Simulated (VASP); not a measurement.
Here is a VASP 6.6.1 calculation.

The input POSCAR:

```
SrTiO3                                  
1.0
    3.8947475960      0.0000000000      0.0000000000
    0.0000000000      3.8947475960      0.0000000000
    0.0000000000      0.0000000000      3.8947475960
  Sr              Ti              O             
     1     1     3
Direct
     0.5000000000000000    0.5000000000000000    0.5000000000000000
     0.0000000000000000    0.0000000000000000    0.0000000000000000
     0.5000000000000000    0.0000000000000000    0.0000000000000000
     0.0000000000000000    0.5000000000000000    0.0000000000000000
     0.0000000000000000    0.0000000000000000    0.5000000000000000
```

Contents of INCAR.step1:

```
SYSTEM = SrTiO3
PREC     = Accurate       ! precision mode
ENCUT    = 520            ! plane-wave cutoff, eV
EDIFF    = 1E-5           ! SCF threshold, eV
ISMEAR   = 0              ! smearing method
SIGMA    = 0.03           ! smearing width, eV
LREAL    = .FALSE.        ! projectors in reciprocal space
LASPH    = .TRUE.         ! aspherical terms in the spheres
NELM     = 80             ! most SCF steps
ALGO     = Normal         ! electronic algorithm
ISIF     = 2              ! what is computed and relaxed
LWAVE    = .TRUE.         ! write WAVECAR
LCHARG   = .FALSE.        ! write CHGCAR
LMAXMIX  = 4              ! l up to which the mixer works
NBANDS   = 28             ! bands
KPAR     = 4            
GGA      = PE             ! functional
```

The input INCAR.step2:

```
SYSTEM = SrTiO3
PREC     = Accurate       ! precision mode
ENCUT    = 520            ! plane-wave cutoff, eV
EDIFF    = 1E-7           ! SCF threshold, eV
ISMEAR   = 0              ! smearing method
SIGMA    = 0.03           ! smearing width, eV
LREAL    = .FALSE.        ! projectors in reciprocal space
LASPH    = .TRUE.         ! aspherical terms in the spheres
NELM     = 80             ! most SCF steps
ALGO     = Normal         ! electronic algorithm
ISIF     = 2              ! what is computed and relaxed
LWAVE    = .FALSE.        ! write WAVECAR
LCHARG   = .FALSE.        ! write CHGCAR
LMAXMIX  = 4              ! l up to which the mixer works
GGA      = PE             ! functional
LHFCALC  = .TRUE.         ! exact exchange
AEXX     = 0.25           ! exact-exchange fraction
PRECFOCK = Fast         
HFRCUT   = -1           
NBANDS   = 28             ! bands
KPAR     = 4            
ISTART   = 1
```

KPOINTS

```
Automatic mesh
0
G
  4 4 4
  0 0 0
```

The input KPOINTS_OPT:

```
explicit points
4
Reciprocal
 0.0000000000  0.0000000000  0.0000000000 1
 0.5000000000  0.5000000000  0.0000000000 1
 0.5000000000  0.5000000000  0.5000000000 1
 0.0000000000  0.5000000000  0.0000000000 1
```

Potentials or basis: VASP PAW PBE potentials, release 64 (Sr_sv, Ti_sv, O).

Run with:

```console
$ cat potpaw_PBE.64/Sr_sv/POTCAR potpaw_PBE.64/Ti_sv/POTCAR potpaw_PBE.64/O/POTCAR > POTCAR
$ cp INCAR.step1 INCAR
$ mpirun -np 4 vasp_std > vasp.out
$ cp INCAR.step2 INCAR
$ mpirun -np 4 vasp_std > vasp.out
```

Question: Predict the band gap on the k mesh.

Answer: 4.06 eV, indirect (least direct gap 4.43 eV).

Question: Estimate the band gap along the path.

Answer: 4.06 eV, indirect (least direct gap 4.43 eV).
